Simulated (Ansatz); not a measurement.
# Y (P6_3/mmc) in Ansatz: notebook

The runs below take Y through single point, equation of state, with PBE.

Program: Ansatz 0.2.0. These are calculated values, not measurements. Logs are shortened: lines on timing, memory, paths and dates and some standing lists are left out, and cuts for length are marked.

## 1. Starting point

Symmetry: P6_3/mmc, No. 194, hexagonal system. The conventional cell has a = 3.647 Å, b = 3.647 Å, c = 5.731 Å, α = 90.00°, β = 90.00°, γ = 120.00°. Y (site symmetry -6m2) is surrounded by 12 Y at 3.56 to 3.65 Å.

## 2. Single point, PBE, 31.03 Å³/atom (volume scaled by 0.94)

Contents of input.yaml:

```yaml
crystal:
  lattice:
    - [3.5729423729, 0.0, 0.0]
    - [-1.7864711865, 3.0942588613, 0.0]
    - [0.0, 0.0, 5.6136161546]
  atoms:
    - { symbol: "Y", position: [0.6666666667, 0.3333333333, 0.75] }
    - { symbol: "Y", position: [0.3333333333, 0.6666666667, 0.25] }
hamiltonian:
  xc: pbe
  pseudopotentials: { kind: paw }
kpoints:
  mp_grid: { grid: [8, 8, 5] }
scf:
  occupations: { method: fermi_dirac, width: 0.05 }
output:
  forces: true
  stress: true
  eigenvalues: true
```

Potentials or basis: Ansatz PAW.

Started as:

```
$ ansatz run input.yaml --threads 2 --pin off --max-ram 5632MiB --backend cpu --events-out ev --progress --plain --runs-dir out
```

What it wrote:

```text
Warning: RAYON_NUM_THREADS=2 ignored (pool sized by the plan → 2); use --threads N
Engine: ansatz 0.2.0, x86_64-unknown-linux-gnu
Pseudopotentials: kind: paw
Pseudopotential: Y, paw, valence charge 11, recommended cutoff 420 eV (normal), Y.paw.azcp
Functional definition: PBE
  parameter kappa = 0.804
  parameter beta = 0.06672455060314922
  exchange = pbe_x(kappa = kappa, mu = beta*pi^2/3)
  correlation = pbe_c(beta = beta)
Crystal: 2 atoms, lattice volume = 62.062 Å³
Basis set: ecut = 420 eV, 1201 PW (Γ), exchange–correlation on 48×48×80 points (8 copies of the dense FFT grid, shifted against one another)
Bands: 15, of which v1, the nominal top of the filled ones, is band 11 counted from 1 (10 counted from 0)
Symmetry: 24 space group operations
Space group: P63/mmc (ITA 194), of the structure as read, at distance tolerance 4.0e-5 Å
k-points: 30 of 320
Non-local potential: Y, projectors of the file, l = 0: 3, l = 1: 2, l = 2: 2, l = 3: 1
PAW form: soft (Blöchl's): semilocal exchange-correlation on the pseudo side does not see the compensation charge
PAW one-centre angular grid: Y, 590 points (default); XC on 64 Gauss nodes
Initial density: superposition of atomic densities (neutral atoms: chi_scale 0, normalization atom), corrected by the library's trained network
Initial wavefunctions: pseudopotential atomic-orbital guess
Functional: x = pbe(κ = 0.804, μ = 0.2195149727645171), c = pbe(β = 0.06672455060314922)
SCF iter   1: F=—  HF=-7697.314088 eV  |F-HF|=—  |Δ(HF+E_count)|=         —  Δρ=1.60e-3  dr2=1.26e-3  ethr=1.77e-3  ⟨swp⟩=4.5  Hψ=1992  notcnv=0
preconditioner: auto → Kerker (q_TF=auto, 2.295 Å⁻¹)  [metal: Δε(μ)=0.010 eV  Ē_g=2.598 eV  σ=0.050 eV  W_gap=0.05  n_scr=10 (ndim 8)  ℏωp=11.5 eV  f_vac=0.000  D(μ)=5.07/eV (n_scr^D=54)]
SCF iter   2: F=—  HF=-7697.314312 eV  |F-HF|=—  |Δ(HF+E_count)|=   2.24e-4  Δρ=1.04e-3  dr2=5.33e-4  ethr=5.75e-6  ⟨swp⟩=2.2  Hψ=1002  notcnv=0
SCF iter   3: F=—  HF=-7697.314563 eV  |F-HF|=—  |Δ(HF+E_count)|=   2.51e-4  Δρ=2.37e-4  dr2=4.29e-5  ethr=2.42e-6  ⟨swp⟩=2.0  Hψ=538  notcnv=0
SCF iter   4: F=—  HF=-7697.314548 eV  |F-HF|=—  |Δ(HF+E_count)|=   1.53e-5  Δρ=1.42e-4  dr2=9.20e-6  ethr=1.95e-7  ⟨swp⟩=2.5  Hψ=697  notcnv=0
iter 5 did not close the SCF: its close was put off for the readings that it lacked (scf_convergence_deferred on its scf_iter line)
SCF iter   5: F=-7697.314547 eV  HF=-7697.314547 eV  |F-HF|=4.16e-8  |Δ(HF+E_count)|=   1.27e-6  Δρ=1.28e-5  dr2=5.13e-8  ethr=4.18e-8  ⟨swp⟩=2.1  Hψ=754  notcnv=0
SCF iter   6: F=-7697.314547 eV  HF=-7697.314547 eV  |F-HF|=6.74e-9  |Δ(HF+E_count)|=   4.94e-8  Δρ=4.82e-6  dr2=1.10e-8  ethr=2.33e-10  ⟨swp⟩=1.9  Hψ=1484  notcnv=0
SCF 1 converged in 6 iterations: F = -7697.314547 eV  dr2 = 1.10e-8
SCF converged after 6 iterations
Free energy (F): -7697.314547 eV
Harris-Foulkes:  -7697.314547 eV  (|F-HF|=6.74e-9)
Internal energy: -7697.274799 eV  (E = F + TS)
E sigma→0 (E₀):  -7697.294673 eV
Entropy (-TS):   -0.039748 eV (-19.874 meV/atom)
Fermi energy:    9.976372 eV
--- Per-component energies (eV) ---
  E_band       = -227.072066
  E_kinetic    = 611.173613
  E_local      = -1187.015456  (includes V_loc(G=0)·N_el)
  E_nonlocal   = 100.567396
  E_hartree    = 376.529603
  E_xc         = -346.643186
  E_vxc        = -398.124147  (∫ρ·V_xc dr)
  E_paw        = -5650.854358  (= ΣΔE_a)
  E_vpaw       = -106.729308  (= ΣTr[D̂ρ^β])
  E_aug_tail   = 0.000006  (compensation charges beyond the density's cutoff)
  E_ewald      = -1601.032417
  E_smearing   = -0.039748  (= −TS)
  E_closure    = 0.000000  (closes the sum)
  Σ components = -7697.314547   (vs F -7697.314547, Δ=0.00e0)
--- Forces (eV/Å), atoms counted from 1 ---
  atom   1  Y     -0.00000000     0.00000000     0.00000000
  atom   2  Y     -0.00000000    -0.00000000     0.00000000
  max |Σ_I F_I| component: 2.78e-17 eV/Å
--- Stress (GPa, compression-positive) ---
        2.652797      -0.000000       0.000000
        0.000000       2.652797       0.000000
        0.000000       0.000000       2.367022
  P = ⅓ Tr σ = 2.5575 GPa (25.575 kbar)
--- Band table (eV; the first three rows and the last of 30) ---
  k-point 0: bands = ["-32.5167", "-32.4228", "-12.8810", "-12.3053", "-12.3053", "-12.1997", "-12.1997", "-12.1629", "5.2635", "8.0607", "11.0433", "11.7953", "11.7953", "12.1072", "12.4447"]
  k-point 1: bands = ["-32.5079", "-32.4319", "-12.8164", "-12.2953", "-12.2953", "-12.2358", "-12.2099", "-12.2099", "5.5372", "7.8909", "10.8091", "11.6746", "11.6746", "11.8447", "12.2255"]
  k-point 2: bands = ["-32.4845", "-32.4555", "-12.6435", "-12.4221", "-12.2690", "-12.2690", "-12.2364", "-12.2364", "6.2797", "7.2262", "10.7670", "11.2492", "11.6378", "11.6378", "11.8517"]
  k-point 29: bands = ["-32.4214", "-32.4175", "-12.7519", "-12.7303", "-12.5665", "-12.5005", "-12.3088", "-12.2852", "9.0084", "9.2425", "9.9386", "9.9779", "10.5595", "10.5742", "12.5671"]
```

Run time: 0.9 s. Hardware: 2 threads of Intel Xeon Platinum 8375C at 2.90GHz (Ice Lake), shared host; peak memory 0.37 GiB.

What came out:

- Free energy: -7697.3145 eV
- Pressure: 2.6 GPa
- Band gap on the k mesh: none (metal or under the smearing width)

## 3. Single point, PBE, 31.69 Å³/atom (volume scaled by 0.96)

input.yaml, as its differences from that of step 2:

```diff
@@ -2,5 +2,5 @@
   lattice:
-    - [3.5729423729, 0.0, 0.0]
-    - [-1.7864711865, 3.0942588613, 0.0]
-    - [0.0, 0.0, 5.6136161546]
+    - [3.598104768, 0.0, 0.0]
+    - [-1.799052384, 3.1160501346, 0.0]
+    - [0.0, 0.0, 5.6531499653]
   atoms:
```

Potentials or basis: Ansatz PAW.

Started as:

```
$ ansatz run input.yaml --threads 2 --pin off --max-ram 5632MiB --backend cpu --events-out ev --progress --plain --runs-dir out
```

It took 0.98 s on 2 threads of Intel Xeon Platinum 8375C at 2.90GHz (Ice Lake), shared host; peak memory 0.37 GiB.

The run converged. Its results:

| Item | Value |
| --- | --- |
| Free energy | -7697.3316 eV |
| Pressure | 1.6 GPa |
| Band gap on the k mesh | none (metal or under the smearing width) |

## 4. Single point, PBE, 32.35 Å³/atom (volume scaled by 0.98)

input.yaml, as its differences from that of step 3:

```diff
@@ -2,5 +2,5 @@
   lattice:
-    - [3.598104768, 0.0, 0.0]
-    - [-1.799052384, 3.1160501346, 0.0]
-    - [0.0, 0.0, 5.6531499653]
+    - [3.6229200678, 0.0, 0.0]
+    - [-1.8114600339, 3.1375408146, 0.0]
+    - [0.0, 0.0, 5.6921384384]
   atoms:
@@ -19 +19,5 @@
   eigenvalues: true
+  write_density: true
+  write_potential: true
+  elf: true
+  volumetric_format: npy
```

Started as:

```
$ ansatz run input.yaml --threads 2 --pin off --max-ram 5632MiB --backend cpu --events-out ev --progress --plain --runs-dir out
```

Wall time 1.1 s (2 threads of Intel Xeon Platinum 8375C at 2.90GHz (Ice Lake), shared host); peak memory 0.39 GiB.

Results (log left out):

```
Free energy            : -7697.3411 eV
Pressure               : 0.7 GPa
Band gap on the k mesh : none (metal or under the smearing width)
```

## 5. Single point, PBE, 33.01 Å³/atom

input.yaml, as its differences from that of step 4:

```diff
@@ -2,5 +2,5 @@
   lattice:
-    - [3.6229200678, 0.0, 0.0]
-    - [-1.8114600339, 3.1375408146, 0.0]
-    - [0.0, 0.0, 5.6921384384]
+    - [3.6474, 0.0, 0.0]
+    - [-1.8237, 3.1587410578, 0.0]
+    - [0.0, 0.0, 5.7306]
   atoms:
```

Started as:

```
$ ansatz run input.yaml --threads 2 --pin off --max-ram 5632MiB --backend cpu --events-out ev --progress --plain --runs-dir out
```

Wall time 1.2 s (2 threads of Intel Xeon Platinum 8375C at 2.90GHz (Ice Lake), shared host); peak memory 0.38 GiB.

Results (log left out):

```
Free energy            : -7697.3434 eV
Pressure               : -0.1 GPa
Band gap on the k mesh : none (metal or under the smearing width)
```

## 6. Single point, PBE, 33.67 Å³/atom (volume scaled by 1.02)

input.yaml, as its differences from that of step 5:

```diff
@@ -2,5 +2,5 @@
   lattice:
-    - [3.6474, 0.0, 0.0]
-    - [-1.8237, 3.1587410578, 0.0]
-    - [0.0, 0.0, 5.7306]
+    - [3.6715556708, 0.0, 0.0]
+    - [-1.8357778354, 3.1796604824, 0.0]
+    - [0.0, 0.0, 5.7685520994]
   atoms:
```

Potentials or basis: Ansatz PAW.

Started as:

```
$ ansatz run input.yaml --threads 2 --pin off --max-ram 5632MiB --backend cpu --events-out ev --progress --plain --runs-dir out
```

Wall time 1.4 s (2 threads of Intel Xeon Platinum 8375C at 2.90GHz (Ice Lake), shared host); peak memory 0.38 GiB.

Results (log left out):

| Quantity | Value |
| --- | --- |
| Free energy | -7697.3392 eV |
| Pressure | -0.9 GPa |
| Band gap on the k mesh | none (metal or under the smearing width) |

## 7. Single point, PBE, 34.33 Å³/atom (volume scaled by 1.04)

input.yaml, as its differences from that of step 6:

```diff
@@ -2,5 +2,5 @@
   lattice:
-    - [3.6715556708, 0.0, 0.0]
-    - [-1.8357778354, 3.1796604824, 0.0]
-    - [0.0, 0.0, 5.7685520994]
+    - [3.6953976095, 0.0, 0.0]
+    - [-1.8476988047, 3.2003082069, 0.0]
+    - [0.0, 0.0, 5.8060112795]
   atoms:
@@ -19,5 +19 @@
   eigenvalues: true
-  write_density: true
-  write_potential: true
-  elf: true
-  volumetric_format: npy
```

Started as:

```
$ ansatz run input.yaml --threads 2 --pin off --max-ram 5632MiB --backend cpu --events-out ev --progress --plain --runs-dir out
```

Wall time 1.2 s (2 threads of Intel Xeon Platinum 8375C at 2.90GHz (Ice Lake), shared host); peak memory 0.37 GiB.

It converged, with:

| Property | Result |
| --- | --- |
| Free energy | -7697.3289 eV |
| Pressure | -1.6 GPa |
| Band gap on the k mesh | none (metal or under the smearing width) |

## 8. Single point, PBE, 34.99 Å³/atom (volume scaled by 1.06)

input.yaml, as its differences from that of step 7:

```diff
@@ -2,5 +2,5 @@
   lattice:
-    - [3.6953976095, 0.0, 0.0]
-    - [-1.8476988047, 3.2003082069, 0.0]
-    - [0.0, 0.0, 5.8060112795]
+    - [3.7189358085, 0.0, 0.0]
+    - [-1.8594679043, 3.2206928852, 0.0]
+    - [0.0, 0.0, 5.8429932402]
   atoms:
@@ -19 +19,5 @@
   eigenvalues: true
+  write_density: true
+  write_potential: true
+  elf: true
+  volumetric_format: npy
```

Started as:

```
$ ansatz run input.yaml --threads 2 --pin off --max-ram 5632MiB --backend cpu --events-out ev --progress --plain --runs-dir out
```

Run time: 1.1 s. Hardware: 2 threads of Intel Xeon Platinum 8375C at 2.90GHz (Ice Lake), shared host; peak memory 0.36 GiB.

Results (log left out):

```
Free energy            : -7697.3130 eV
Pressure               : -2.3 GPa
Band gap on the k mesh : none (metal or under the smearing width)
```

## 9. Equation of state, PBE

Potentials or basis: Ansatz PAW.

This step only gathers the single runs of the series.

What came out:

```yaml
Equilibrium_volume: 32.91 Å³/atom
Bulk_modulus_at_fixed_shape_and_positions: 40 GPa
Pressure_derivative_of_the_bulk_modulus: 2.8
```

Energy against volume, from the lowest point:
```csv
volume (Å³/atom),energy (meV/atom)
31.031,14.43
31.691,5.89
32.351,1.17
33.012,0.00
33.672,2.12
34.332,7.27
34.992,15.23
```

Caveat: the cell was scaled at fixed shape and fractional positions, which overstates the stiffness of a crystal with free parameters, most of all of layers and chains.
